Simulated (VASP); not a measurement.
**A VASP 6.6.1 single-point calculation on MgH2**

INCAR

```
LASPH = .TRUE.
ENCUT = 520
EDIFF = 1E-7
NELM = 82
LCHARG = .FALSE.
PREC = Accurate
LWAVE = .FALSE.
GGA = PS
ISMEAR = -1
LREAL = .FALSE.
NELECT = 4.02
NBANDS = 9
IBRION = -1
NSW = 0
SIGMA = 0.02
ISIF = 2
```

KPOINTS

```
KPOINTS created by Atomic Simulation Environment
0
Gamma
8 8 8
0 0 0
```

POSCAR

```
Mg H
 1.0000000000000000
    -0.0247000000000000    2.3506999999999998    2.4428000000000001
     2.4110999999999998   -0.0197000000000000    2.4378000000000002
     2.3523999999999998    2.2869999999999999    0.0390000000000000
 Mg  H
   1   2
Cartesian
  4.5333882799999996  2.3764306799999999  2.5662141600000004
  1.0582918399999999  1.2347021199999997  1.3575500400000000
  3.4148129299999996  3.4743303899999995  3.7166267999999998
```

The recommended PBE PAW datasets give the neutral cell 4 valence electrons.

Command

```
mpirun -np 1 vasp_std
```

How does this run end, and what does it give?

It converged. Results: pressure -0.4 GPa; largest force 0.43 eV/Å.

OSZICAR

```
N       E                     dE             d eps       ncg     rms          rms(c)
DAV:   1    -0.347813187375E+01   -0.34781E+01   -0.16428E+03  4816   0.328E+02
DAV:   2    -0.899248469076E+01   -0.55144E+01   -0.51005E+01  6229   0.424E+01
DAV:   3    -0.912095932577E+01   -0.12847E+00   -0.12834E+00  5736   0.623E+00
DAV:   4    -0.912119788594E+01   -0.23856E-03   -0.23855E-03  6304   0.256E-01
DAV:   5    -0.912119857296E+01   -0.68702E-06   -0.68715E-06  5602   0.112E-02    0.437E+00
DAV:   6    -0.864278507144E+01    0.47841E+00   -0.35016E-01  5008   0.219E+00    0.219E+00
DAV:   7    -0.849225656018E+01    0.15053E+00   -0.41794E-01  5142   0.261E+00    0.414E-01
DAV:   8    -0.849395658276E+01   -0.17000E-02   -0.12296E-02  5194   0.449E-01    0.186E-01
DAV:   9    -0.849274816359E+01    0.12084E-02   -0.23233E-03  5446   0.181E-01    0.245E-02
DAV:  10    -0.849274586816E+01    0.22954E-05   -0.13293E-04  5920   0.583E-02    0.148E-02
DAV:  11    -0.849274448177E+01    0.13864E-05   -0.98576E-06  5171   0.118E-02    0.900E-04
DAV:  12    -0.849274447811E+01    0.36532E-08   -0.36831E-07  5608   0.337E-03
   1 F= -.84927445E+01 E0= -.84925101E+01  d E =-.468841E-03
```

The cell is charged and sits in a uniform background.

For comparison, a separate PBEsol run of the intended cell, on usual settings and not on those above, gives a gap of -1.71 eV on its mesh and a pressure of -1.1 GPa.
